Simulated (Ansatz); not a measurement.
Crystal: W.

```
CELL_PARAMETERS angstrom
0.00000 2.03000 2.03000
2.03000 0.00000 2.03000
2.03000 2.03000 0.00000
ATOMIC_POSITIONS crystal
W 0.00000 0.00000 0.00000
```

This isn't the form of W at room conditions, which is bcc.

| Property | Result |
| --- | --- |
| Program | Ansatz 0.2.0 |
| Task | relaxation of cell and atoms |
| Functional | PBE |
| Potentials or basis | Ansatz PAW |
| Cutoff | 420 eV (not typed: the program's choice for these potentials) |
| k mesh | 11 × 11 × 11 |
| Occupations | fermi-dirac, width 0.05 eV |
| Spin | no spin polarisation |

At the start: volume 16.73 Å³/atom.

Task: How do energy, volume and symmetry change on relaxing?

Result: It ends after 4 steps and the volume is 16.45 Å³/atom (-1.7 %); space group Fm-3m (No. 225, to 0.05 Å).

Step by step:
```csv
step,energy change (eV),largest force (eV/Å),volume (Å³)
1,0.0000,0.0000,16.73
2,-0.0044,0.0000,16.47
3,-0.0045,0.0000,16.45
4,-0.0044,0.0000,16.45
```

Final structure:
```
W
1.0
     0.00000    2.01838    2.01838
     2.01838    0.00000    2.01838
     2.01838    2.01838    0.00000
W
1
Direct
  0.00000 0.00000 0.00000
```

Caveat: the plane-wave basis is chosen anew once the cell has moved, so the energies of steps on either side of that aren't comparable.
